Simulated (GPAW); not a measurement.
# LiH (Fm-3m) in GPAW: notebook, part 2 of 2

GPAW 26.7.0.

### 5 G0W0 quasiparticle levels, PBE

run.py reads:

```python
import json
import numpy as np
from ase import Atoms
from ase.dft.bandgap import bandgap
from ase.io import write
from gpaw import GPAW, PW
from gpaw.response.g0w0 import G0W0

atoms = Atoms(['Li', 'H'],
              cell=[[0.0, 2.03675, 2.03675],
                    [2.03675, 0.0, 2.03675],
                    [2.03675, 2.03675, 0.0]],
              scaled_positions=[[0.0, 0.0, 0.0],
                                [0.5, 0.5, 0.5]],
              pbc=True)

calc = GPAW(mode=PW(600),
            xc='PBE',
            kpts={'size': (8, 8, 8), 'gamma': True},
            occupations={'name': 'fermi-dirac', 'width': 0.001},
            nbands=8,
            convergence={'density': 1e-06},
            maxiter=150,
            txt='gpaw.txt')
atoms.calc = calc
energy = atoms.get_potential_energy()
calc.write('gs.gpw')
write('result.traj', atoms)
print(f'Energy: {energy:.6f} eV')
print('Fermi level:', round(calc.get_fermi_level(), 4), 'eV')
print(f'Gap: {bandgap(calc)[0]:.4f} eV, direct: {bandgap(calc, direct=True)[0]:.4f} eV')

calc.diagonalize_full_hamiltonian(nbands=155)
calc.write('full.gpw', mode='all')

ibz = calc.get_ibz_k_points()
gap, vbm, cbm = bandgap(calc, output=None)
gap, direct, _ = bandgap(calc, direct=True, output=None)
gamma = int(np.abs(ibz).sum(1).argmin())
kpts = sorted({gamma, vbm[1], cbm[1], direct[1]})
gw = G0W0(calc='full.gpw',
          filename='gw',
          ecut=250,
          ecut_extrapolation=True,
          relbands=(-1, 1),
          kpts=kpts,
          integrate_gamma='WS',
          ppa=True)
gw.calculate()
results = {mode: {key: np.asarray(r[key]).tolist() for key in ['f', 'eps', 'vxc', 'exx', 'sigma', 'Z', 'qp', 'sigma_eskn']}
           for mode, r in gw.all_results.items()}
json.dump({'kpts': ibz[kpts].tolist(), 'results': results}, open('gw.json', 'w'))
for mode, r in results.items():
    f, qp = np.array(r['f']), np.array(r['qp'])
    print(mode, 'quasiparticle energies (eV):')
    print(qp.round(3))
    print(mode, 'gap:', round(qp[f < 0.5].min() - qp[f > 0.5].max(), 4), 'eV')
```

Potentials or basis: GPAW PAW data sets (gpaw-data 1.2.1), pw.

Command:

```bash
$ OMP_NUM_THREADS=1 python run.py
```

gpaw.txt:

```text
__  _  _
 | _ |_)|_||  |
 |__||  | ||/\| - 26.7.0

Input parameters:
  mode=PW(ecut=600.0),
  convergence={'density': 1e-06},
  kpts=MonkhorstPack(size=(8, 8, 8), gamma=True),
  maxiter=150,
  nbands=8,
  occupations=Occupations(name='fermi-dirac', width=0.001),
  xc=XC(name='PBE')

Diagonalizing LCAO Hamiltonian
Converting LCAO to pw mode

              H

       Li

Atoms  # Å, Bohr magnetons
|   | symbol |        x |        y |        z |    initial magnetic moments |
|---|--------|----------|----------|----------|-----------------------------|
| 0 |     Li | 0.000000 | 0.000000 | 0.000000 | ( 0.0000,  0.0000,  0.0000) |
| 1 |      H | 2.036750 | 2.036750 | 2.036750 | ( 0.0000,  0.0000,  0.0000) |

Unit cell  # Å
| periodic |        x |        y |        z |  lengths |    angles |
|----------|----------|----------|----------|----------|-----------|
|      yes | 0.000000 | 2.036750 | 2.036750 | 2.880399 | 60.000000 |
|      yes | 2.036750 | 0.000000 | 2.036750 | 2.880399 | 60.000000 |
|      yes | 2.036750 | 2.036750 | 0.000000 | 2.880399 | 60.000000 |

Number of symmetries: 48
Symmetry operations  # r_c * U_cc + t_c -> r_c
|    | kind |            matrix            |
|----|------|------------------------------|
|  0 |  σ   |  1, 0, 0,  1, 0,-1,  1,-1, 0 |
|  1 |  C2  |  1, 0, 0,  1,-1, 0,  1, 0,-1 |
|  2 |  E   |  1, 0, 0,  0, 1, 0,  0, 0, 1 |
|  3 |  σ   |  1, 0, 0,  0, 0, 1,  0, 1, 0 |
|  4 |  C4  |  1, 0,-1,  1, 0, 0,  1,-1, 0 |
|  5 |  S6  |  1, 0,-1,  1,-1, 0,  1, 0, 0 |
|  6 |  σ   |  1, 0,-1,  0, 1,-1,  0, 0,-1 |
|  7 |  C3  |  1, 0,-1,  0, 0,-1,  0, 1,-1 |
|  8 |  S6  |  1,-1, 0,  1, 0, 0,  1, 0,-1 |
|  9 |  C4  |  1,-1, 0,  1, 0,-1,  1, 0, 0 |
| 10 |  C3  |  1,-1, 0,  0,-1, 1,  0,-1, 0 |
| 11 |  σ   |  1,-1, 0,  0,-1, 0,  0,-1, 1 |
| 12 |  σ   |  0, 1, 0,  1, 0, 0,  0, 0, 1 |
| 13 |  C4  |  0, 1, 0,  0, 1,-1, -1, 1, 0 |
| 14 |  C3  |  0, 1, 0,  0, 0, 1,  1, 0, 0 |
| 15 |  S6  |  0, 1, 0, -1, 1, 0,  0, 1,-1 |
| 16 |  C2  |  0, 1,-1,  1, 0,-1,  0, 0,-1 |
| 17 |  σ   |  0, 1,-1,  0, 1, 0, -1, 1, 0 |
| 18 |  S4  |  0, 1,-1,  0, 0,-1,  1, 0,-1 |
| 19 |  C4  |  0, 1,-1, -1, 1, 0,  0, 1, 0 |
| 20 |  C3  |  0, 0, 1,  1, 0, 0,  0, 1, 0 |
| 21 |  σ   |  0, 0, 1,  0, 1, 0,  1, 0, 0 |
| 22 |  S6  |  0, 0, 1,  0,-1, 1, -1, 0, 1 |
| 23 |  C4  |  0, 0, 1, -1, 0, 1,  0,-1, 1 |
| 24 |  S4  |  0, 0,-1,  1, 0,-1,  0, 1,-1 |
| 25 |  C3  |  0, 0,-1,  0, 1,-1,  1, 0,-1 |
| 26 |  C2  |  0, 0,-1,  0,-1, 0, -1, 0, 0 |
| 27 |  S6  |  0, 0,-1, -1, 0, 0,  0,-1, 0 |
| 28 |  S4  |  0,-1, 1,  1,-1, 0,  0,-1, 0 |
| 29 |  C4  |  0,-1, 1,  0, 0, 1, -1, 0, 1 |
[... 82 lines left out ...]
    |   2s |  1.000 |      -2.874 |    1.058 |
    |   2p |  0.000 |      -1.090 |    1.058 |
    |    s |        |      24.337 |    1.058 |

    Using partial waves for Li as LCAO basis

  H:
    name:    Hydrogen
    Z:       1.0
    valence: 1
    core:    0
    charge:  0.0  # [|e|]
    compensation charges:
      type: gauss
      rc: 0.15  # [Å]
      lmax: 2
    cutoffs:
      filter: 0.85  # [Å]
      core: 0.53  # [Å]
    projectors
    | kind |    occ | energy [eV] | rcut [Å] |
    |------|--------|-------------|----------|
    |   1s |  1.000 |      -6.494 |    0.476 |
    |    s |        |      20.717 |    0.476 |
    |    p |        |       0.000 |    0.476 |

    Using partial waves for H as LCAO basis

Reference energy: -215.277982  # eV

eigensolver:
  PPCG
  Converge bands: occupied
  niter=2

density mixing:
  MSR1-Mixer
  Pratt-step length: 0.05
  Maximum mixing coefficient: 0.75
  Old densities: 10
  SVD Regularization: 0.005
  Good broyden scale: 1.0
  Trust region scale: 1.0
  Backstep threshold: 4.0
  History deletion threshold: 6.0
  Fourier metric: weight=20.0, sigma=0.015

occupation numbers:
  Fermi-Dirac:
    width: 0.0010  # eV

poisson solver:
  ecut: 4800.0  # eV

xc functional:
  name: PBE with 2 nearest neighbor stencil

convergence criteria:
- Maximum integral of absolute [dens]ity change: 1e-06 electrons / valence electron
- Maximum [total energy] change in last 3 cyles: 0.0005 eV / valence electron
- Maximum integral of absolute [eigenst]ate change: 4e-08 eV^2 / valence electron
maximum number of iterations: 150

SCF iterations
|iter     | |      energy | eigst |  dens |
|---------|-|-------------|-------|-------|
|iter:   1| |   -6.292509 | -0.38 |       |
|iter:   2| |   -6.267401 | -3.42 | -0.56 |
|iter:   3| |   -6.105865 | -2.48 | -0.59 |
|iter:   4| |   -6.101963 | -3.37 | -1.26 |
|iter:   5| |   -6.102222 | -4.31 | -1.96 |
|iter:   6| |   -6.102241c| -5.68 | -2.66 |
|iter:   7| |   -6.102240c| -7.19 | -4.15 |
|iter:   8| |   -6.102240c| -7.40c| -4.48 |
|iter:   9| |   -6.102240c| -8.48c| -5.21 |
|iter:  10| |   -6.102240c| -8.77c| -5.74 |
|iter:  11| |   -6.102240c|-10.04c| -6.92c|

Converged in 11 steps
Energy contributions relative to reference atoms: (reference = -215.277982)

Energy contributions:
  Kinetic:           5.329913
  Coulomb:          -5.631011
  Zero:             -0.010753
  External:          0.000000
  Xc:               -5.790389
  Entropy:          -0.000000
  Spinorbit:         0.000000
  ----------------------------
  Free energy:      -6.102240
  Extrapolated:     -6.102240

dipole moment: (-2.336721, -2.336721, -2.336721)  # |e|*Ang

Fermi level: 0.519
Eigenvalues  # (at kpt = [0.000, 0.000, 0.000])
| band index |      eig [eV] | occ [0-2] |
|------------|---------------|-----------|
|          0 |        -5.649 |     2.000 |
|          1 |        15.085 |     0.000 |
|          2 |        17.137 |     0.000 |
|          3 |        17.137 |     0.000 |
|          4 |        17.137 |     0.000 |
|          5 |        21.859 |     0.000 |
|          6 |        21.859 |     0.000 |
|          7 |        21.859 |     0.000 |

Gap: 2.999 eV
Transition (v -> c):
  (s=0, k=24, n=0, [0.50, 0.50, 0.00]) -> (s=0, k=24, n=1, [0.50, 0.50, 0.00])
No difference between direct/indirect transitions
# Writing to gs.gpw (mode='')

Matrix size: 588x588
# Writing to full.gpw (mode='all')
```

gw.w.txt:

```text
FrequencyGridDescriptor(from 0.000+0.000j to 0.000+27.211j eV, 2 points)
FrequencyGridDescriptor(from 0.000+0.000j to 0.000+27.211j eV, 2 points)

BZ k-points: Symmetries present (total): 48

512 k-points: 8 x 8 x 8 Monkhorst-Pack grid + [1/16,1/16,1/16]
29 k-points in the irreducible part of the Brillouin zone
       k-points in crystal coordinates                weights
[... 144 lines left out ...]
band       f     eps     vxc     exx   sigma  dsigma       Z      qp
                                                                   GW
   0   1.000  -5.649  -9.929 -15.692   3.238  -0.389   0.720  -7.466
   1   0.000  15.085 -11.919  -4.899  -6.419  -0.398   0.715  15.515

k-point 1 (24): (0.500, 0.500, 0.000)                GW
band       f     eps     vxc     exx   sigma  dsigma       Z      qp
                                                                   GW
   0   1.000  -0.369 -11.348 -14.549   1.213  -0.294   0.773  -1.906
   1   0.000   2.630  -7.632  -3.729  -3.220  -0.228   0.815   3.186
```

Run time: 9.4 min. Hardware: 1 thread of Intel Xeon 6975P-C (Granite Rapids), shared host; peak memory 0.27 GiB.

What came out:

| Quantity | Value |
| --- | --- |
| Free energy | -6.1022 eV |
| Band gap on the k mesh, mean-field level | 3.00 eV, direct |
| Quasiparticle gap | 5.09 eV |
| Least direct quasiparticle gap | 5.09 eV |

Levels at points of the mesh, in eV from the valence-band top:
| k point | band 1 | band 2 | band 3 | band 4 |
| --- | --- | --- | --- | --- |
| (0.00, 0.00, 0.00) | -5.28 | 15.45 | 17.51 | 17.51 |
| (0.50, 0.50, 0.00) | 0.00 | 3.00 | 10.59 | 10.59 |
| (0.50, 0.50, 0.50) | -2.51 | 4.80 | 13.25 | 16.15 |

Caveat: the quasiparticle gap is taken among the few k points that were corrected; the long-wavelength limit can be off by a per cent or two. A k mesh can miss the band edges.

### 6 G0W0 quasiparticle levels, LDA

Changes to run.py since step 5:

```diff
@@ -17,3 +17,3 @@
 calc = GPAW(mode=PW(600),
-            xc='PBE',
+            xc='LDA',
             kpts={'size': (8, 8, 8), 'gamma': True},
```

Potentials or basis: the program's PAW data sets (release 1.2.1) made for this functional, pw.

Command:

```bash
$ OMP_NUM_THREADS=1 python run.py
```

gpaw.txt:

```text
__  _  _
 | _ |_)|_||  |
 |__||  | ||/\| - 26.7.0

Input parameters:
  mode=PW(ecut=600.0),
  convergence={'density': 1e-06},
  kpts=MonkhorstPack(size=(8, 8, 8), gamma=True),
  maxiter=150,
  nbands=8,
  occupations=Occupations(name='fermi-dirac', width=0.001),
  xc=XC(name='LDA')

Diagonalizing LCAO Hamiltonian
Converting LCAO to pw mode

              H

       Li

Atoms  # Å, Bohr magnetons
|   | symbol |        x |        y |        z |    initial magnetic moments |
|---|--------|----------|----------|----------|-----------------------------|
| 0 |     Li | 0.000000 | 0.000000 | 0.000000 | ( 0.0000,  0.0000,  0.0000) |
| 1 |      H | 2.036750 | 2.036750 | 2.036750 | ( 0.0000,  0.0000,  0.0000) |

Unit cell  # Å
| periodic |        x |        y |        z |  lengths |    angles |
|----------|----------|----------|----------|----------|-----------|
|      yes | 0.000000 | 2.036750 | 2.036750 | 2.880399 | 60.000000 |
|      yes | 2.036750 | 0.000000 | 2.036750 | 2.880399 | 60.000000 |
|      yes | 2.036750 | 2.036750 | 0.000000 | 2.880399 | 60.000000 |

Number of symmetries: 48
Symmetry operations  # r_c * U_cc + t_c -> r_c
|    | kind |            matrix            |
|----|------|------------------------------|
|  0 |  σ   |  1, 0, 0,  1, 0,-1,  1,-1, 0 |
|  1 |  C2  |  1, 0, 0,  1,-1, 0,  1, 0,-1 |
|  2 |  E   |  1, 0, 0,  0, 1, 0,  0, 0, 1 |
|  3 |  σ   |  1, 0, 0,  0, 0, 1,  0, 1, 0 |
|  4 |  C4  |  1, 0,-1,  1, 0, 0,  1,-1, 0 |
|  5 |  S6  |  1, 0,-1,  1,-1, 0,  1, 0, 0 |
|  6 |  σ   |  1, 0,-1,  0, 1,-1,  0, 0,-1 |
|  7 |  C3  |  1, 0,-1,  0, 0,-1,  0, 1,-1 |
|  8 |  S6  |  1,-1, 0,  1, 0, 0,  1, 0,-1 |
|  9 |  C4  |  1,-1, 0,  1, 0,-1,  1, 0, 0 |
| 10 |  C3  |  1,-1, 0,  0,-1, 1,  0,-1, 0 |
| 11 |  σ   |  1,-1, 0,  0,-1, 0,  0,-1, 1 |
| 12 |  σ   |  0, 1, 0,  1, 0, 0,  0, 0, 1 |
| 13 |  C4  |  0, 1, 0,  0, 1,-1, -1, 1, 0 |
| 14 |  C3  |  0, 1, 0,  0, 0, 1,  1, 0, 0 |
| 15 |  S6  |  0, 1, 0, -1, 1, 0,  0, 1,-1 |
| 16 |  C2  |  0, 1,-1,  1, 0,-1,  0, 0,-1 |
| 17 |  σ   |  0, 1,-1,  0, 1, 0, -1, 1, 0 |
| 18 |  S4  |  0, 1,-1,  0, 0,-1,  1, 0,-1 |
| 19 |  C4  |  0, 1,-1, -1, 1, 0,  0, 1, 0 |
| 20 |  C3  |  0, 0, 1,  1, 0, 0,  0, 1, 0 |
| 21 |  σ   |  0, 0, 1,  0, 1, 0,  1, 0, 0 |
| 22 |  S6  |  0, 0, 1,  0,-1, 1, -1, 0, 1 |
| 23 |  C4  |  0, 0, 1, -1, 0, 1,  0,-1, 1 |
| 24 |  S4  |  0, 0,-1,  1, 0,-1,  0, 1,-1 |
| 25 |  C3  |  0, 0,-1,  0, 1,-1,  1, 0,-1 |
| 26 |  C2  |  0, 0,-1,  0,-1, 0, -1, 0, 0 |
| 27 |  S6  |  0, 0,-1, -1, 0, 0,  0,-1, 0 |
| 28 |  S4  |  0,-1, 1,  1,-1, 0,  0,-1, 0 |
| 29 |  C4  |  0,-1, 1,  0, 0, 1, -1, 0, 1 |
| 30 |  C2  |  0,-1, 1,  0,-1, 0,  1,-1, 0 |
| 31 |  σ   |  0,-1, 1, -1, 0, 1,  0, 0, 1 |
| 32 |  C3  |  0,-1, 0,  1,-1, 0,  0,-1, 1 |
| 33 |  S6  |  0,-1, 0,  0, 0,-1, -1, 0, 0 |
| 34 |  S4  |  0,-1, 0,  0,-1, 1,  1,-1, 0 |
| 35 |  C2  |  0,-1, 0, -1, 0, 0,  0, 0,-1 |
| 36 |  C2  | -1, 1, 0,  0, 1, 0,  0, 1,-1 |
| 37 |  S6  | -1, 1, 0,  0, 1,-1,  0, 1, 0 |
| 38 |  S4  | -1, 1, 0, -1, 0, 1, -1, 0, 0 |
| 39 |  C3  | -1, 1, 0, -1, 0, 0, -1, 0, 1 |
| 40 |  S6  | -1, 0, 1,  0, 0, 1,  0,-1, 1 |
| 41 |  C2  | -1, 0, 1,  0,-1, 1,  0, 0, 1 |
| 42 |  C3  | -1, 0, 1, -1, 1, 0, -1, 0, 0 |
| 43 |  S4  | -1, 0, 1, -1, 0, 0, -1, 1, 0 |
| 44 |  C2  | -1, 0, 0,  0, 0,-1,  0,-1, 0 |
| 45 |  i   | -1, 0, 0,  0,-1, 0,  0, 0,-1 |
| 46 |  σ   | -1, 0, 0, -1, 1, 0, -1, 0, 1 |
| 47 |  C2  | -1, 0, 0, -1, 0, 1, -1, 1, 0 |

BZ-sampling:
  Number of BZ points: 512
  Number of IBZ points: 29

  Monkhorst-Pack size: [8, 8, 8]
  Monkhorst-Pack shift: [0.0625, 0.0625, 0.0625]

K-points  # in reciprocal-cell coordinates
|     |                                coordinates |     weight |
|-----|--------------------------------------------|------------|
|   0 | (  0.00000000,   0.00000000,   0.00000000) | 0.00195312 |
|   1 | (  0.12500000,   0.12500000,   0.00000000) | 0.01171875 |
|   2 | (  0.12500000,   0.12500000,   0.12500000) | 0.01562500 |
|   3 | (  0.25000000,   0.12500000,   0.12500000) | 0.02343750 |
|   4 | (  0.25000000,   0.25000000,   0.00000000) | 0.01171875 |
|   5 | (  0.25000000,   0.25000000,   0.12500000) | 0.04687500 |
|   6 | (  0.25000000,   0.25000000,   0.25000000) | 0.01562500 |
|   7 | (  0.37500000,   0.25000000,  -0.37500000) | 0.04687500 |
|   8 | (  0.37500000,   0.25000000,   0.12500000) | 0.04687500 |
|   9 | (  0.37500000,   0.25000000,   0.25000000) | 0.04687500 |
| ... |                                            |            |
|  28 | (  0.50000000,   0.50000000,   0.50000000) | 0.00781250 |

Plane wave coefficients: 588
Cutoff: 600.0 eV

Spin-components: 1 (collinear spins)
Bands:           8
Projectors:      6
Spin-degeneracy: 2
Datatype:        complex128

Parallelization:
  kpt:    1
  domain: 1
  band:   1

Density:
  Valence electrons: 2.0
  Components: 1
  Grid points: [18 18 18]
  Charge: 0.0  # |e|

Potential:
  Grid points: [18 18 18]

species:
  Li:
    name:    Lithium
    Z:       3.0
    valence: 1
    core:    2
    charge:  0.0  # [|e|]
    compensation charges:
      type: gauss
      rc: 0.33  # [Å]
      lmax: 2
    cutoffs:
      filter: 1.91  # [Å]
      core: 2.55  # [Å]
    projectors
    | kind |    occ | energy [eV] | rcut [Å] |
    |------|--------|-------------|----------|
    |   2s |  1.000 |      -2.874 |    1.058 |
    |   2p |  0.000 |      -1.126 |    1.058 |
    |    s |        |      24.338 |    1.058 |

    Using partial waves for Li as LCAO basis

  H:
    name:    Hydrogen
    Z:       1.0
    valence: 1
    core:    0
    charge:  0.0  # [|e|]
    compensation charges:
      type: gauss
      rc: 0.15  # [Å]
      lmax: 2
    cutoffs:
      filter: 0.85  # [Å]
      core: 0.53  # [Å]
    projectors
    | kind |    occ | energy [eV] | rcut [Å] |
    |------|--------|-------------|----------|
    |   1s |  1.000 |      -6.353 |    0.476 |
    |    s |        |      20.858 |    0.476 |
    |    p |        |       0.000 |    0.476 |

    Using partial waves for H as LCAO basis

Reference energy: -211.737754  # eV

eigensolver:
  PPCG
  Converge bands: occupied
  niter=2

density mixing:
  MSR1-Mixer
  Pratt-step length: 0.05
  Maximum mixing coefficient: 0.75
  Old densities: 10
  SVD Regularization: 0.005
  Good broyden scale: 1.0
  Trust region scale: 1.0
  Backstep threshold: 4.0
  History deletion threshold: 6.0
  Fourier metric: weight=20.0, sigma=0.015

occupation numbers:
  Fermi-Dirac:
    width: 0.0010  # eV

poisson solver:
  ecut: 4800.0  # eV

xc functional:
  name: None

convergence criteria:
- Maximum integral of absolute [dens]ity change: 1e-06 electrons / valence electron
- Maximum [total energy] change in last 3 cyles: 0.0005 eV / valence electron
- Maximum integral of absolute [eigenst]ate change: 4e-08 eV^2 / valence electron
maximum number of iterations: 150

SCF iterations
|iter     | |      energy | eigst |  dens |
|---------|-|-------------|-------|-------|
|iter:   1| |   -6.610239 | -0.23 |       |
|iter:   2| |   -6.586116 | -3.76 | -0.56 |
|iter:   3| |   -6.433032 | -2.58 | -0.59 |
|iter:   4| |   -6.429731 | -3.79 | -1.31 |
|iter:   5| |   -6.429842 | -4.82 | -2.04 |
|iter:   6| |   -6.429848c| -6.12 | -2.74 |
|iter:   7| |   -6.429848c| -7.87c| -4.63 |
|iter:   8| |   -6.429848c| -8.06c| -5.02 |
|iter:   9| |   -6.429848c| -8.70c| -5.86 |
|iter:  10| |   -6.429848c|-10.11c| -6.56c|

Converged in 10 steps
Energy contributions relative to reference atoms: (reference = -211.737754)

Energy contributions:
  Kinetic:           5.513813
  Coulomb:          -5.807580
  Zero:             -0.014016
  External:          0.000000
  Xc:               -6.122064
  Entropy:          -0.000000
  Spinorbit:         0.000000
  ----------------------------
  Free energy:      -6.429848
  Extrapolated:     -6.429848

dipole moment: (-2.348757, -2.348757, -2.348757)  # |e|*Ang

Fermi level: 0.465
Eigenvalues  # (at kpt = [0.000, 0.000, 0.000])
| band index |      eig [eV] | occ [0-2] |
|------------|---------------|-----------|
|          0 |        -5.797 |     2.000 |
|          1 |        15.111 |     0.000 |
|          2 |        16.619 |     0.000 |
|          3 |        16.619 |     0.000 |
|          4 |        16.619 |     0.000 |
|          5 |        21.592 |     0.000 |
|          6 |        21.592 |     0.000 |
|          7 |        21.592 |     0.000 |

Gap: 2.632 eV
Transition (v -> c):
  (s=0, k=24, n=0, [0.50, 0.50, 0.00]) -> (s=0, k=24, n=1, [0.50, 0.50, 0.00])
No difference between direct/indirect transitions
# Writing to gs.gpw (mode='')

Matrix size: 588x588
# Writing to full.gpw (mode='all')
```

Run time: 15 min. Hardware: 1 thread of Arm Neoverse V2, shared host; peak memory 0.28 GiB.

What came out:

- Free energy: -6.4298 eV
- Band gap on the k mesh, mean-field level: 2.63 eV, direct
- Quasiparticle gap: 4.92 eV
- Least direct quasiparticle gap: 4.92 eV

Caveat: the quasiparticle gap is taken among the few k points that were corrected; the long-wavelength limit can be off by a per cent or two.
